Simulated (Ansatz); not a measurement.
**From the elastic tensor of SiC at 35 GPa (stress–strain coefficients) to moduli and sound speeds**

Level of theory: DFT LDA, scalar-relativistic, plane waves, PAW (Ansatz 0.2.0). Settings: 420 eV plane-wave cutoff, Γ-centred 12×12×12 mesh, fixed occupations. No spin polarisation.

Symmetry: F-43m, No. 216, cubic system. Conventional cell: a = 4.158 Å, b = 4.158 Å, c = 4.158 Å, α = 90.00°, β = 90.00°, γ = 90.00°. Si (site symmetry -43m) is surrounded by 4 C at 1.80 Å. Around C (site symmetry -43m) lie 4 Si at 1.80 Å.

Other phases may be more stable at this pressure.

Relaxed-ion constants (GPa, on the Cartesian axes of the calculation):
C11 = 526.9, C12 = 269.5, C13 = 269.5, C22 = 526.9, C23 = 269.5, C33 = 526.9, C44 = 297.0, C55 = 297.0, C66 = 297.0 GPa; the others vanish.

Density 3.705 g/cm³; 2 atoms in 17.97 Å³.

The values that follow are for a polycrystal of randomly turned grains, by Hill's mean where one number stands.

With S = C⁻¹: B_V = (C11+C22+C33+2(C12+C13+C23))/9, G_V = (C11+C22+C33−C12−C13−C23+3(C44+C55+C66))/15, 1/B_R = S11+S22+S33+2(S12+S13+S23), 15/G_R = 4(S11+S22+S33−S12−S13−S23)+3(S44+S55+S66); Hill is their mean. Then v_l = √((B+4G/3)/ρ), v_t = √(G/ρ), v_m = [(2/v_t³+1/v_l³)/3]^(−1/3) and Θ = (ħ/k_B)·v_m·(6π²n/V)^(1/3) for n atoms in the volume V; E = 9BG/(3B+G), ν = (3B−2G)/(2(3B+G)) and A^U = 5G_V/G_R + B_V/B_R − 6.

```
Bulk modulus, Voigt / Reuss / Hill          : 355.3 / 355.3 / 355.3 GPa
Shear modulus, Voigt / Reuss / Hill         : 229.7 / 195.0 / 212.3 GPa
Young's modulus                             : 531 GPa
Poisson ratio                               : 0.251
Pugh ratio B/G                              : 1.67
Universal anisotropy index                  : 0.89
Longitudinal and transverse sound speeds    : 13126 and 7570 m/s
Debye temperature from the mean sound speed : 1204 K
```

Cost: 1 run of about 1.9 core-minutes, on Intel Xeon Processor @ 2.50GHz (Skylake/Cascade Lake) (shared hosts).

Compressed zincblende SiC remains very stiff, but its resistance to shear depends strongly on direction. C44 is 297.0 GPa, well above half the difference between C11 and C12, so the crystal is stiffest under uniaxial load along the ⟨111⟩ bond directions and softest along the cube axes. The reason lies in the open tetrahedral network: tetragonal shear mainly bends the bond angles, whereas loading along ⟨111⟩ also stretches or compresses the strong Si–C bonds. The gap between the Voigt and Reuss shear moduli reflects this contrast, which the isotropic sound speeds conceal.

The Pugh ratio of 1.67 and Poisson ratio of 0.251 are higher than is usual for SiC at ambient pressure. This probably reflects compression raising the bulk modulus faster than the shear modulus, rather than a loss of directional covalency, and it is no evidence of ductility. The constants satisfy the cubic stability conditions for small homogeneous strains, but they don't exclude a phonon instability at finite wavevector.
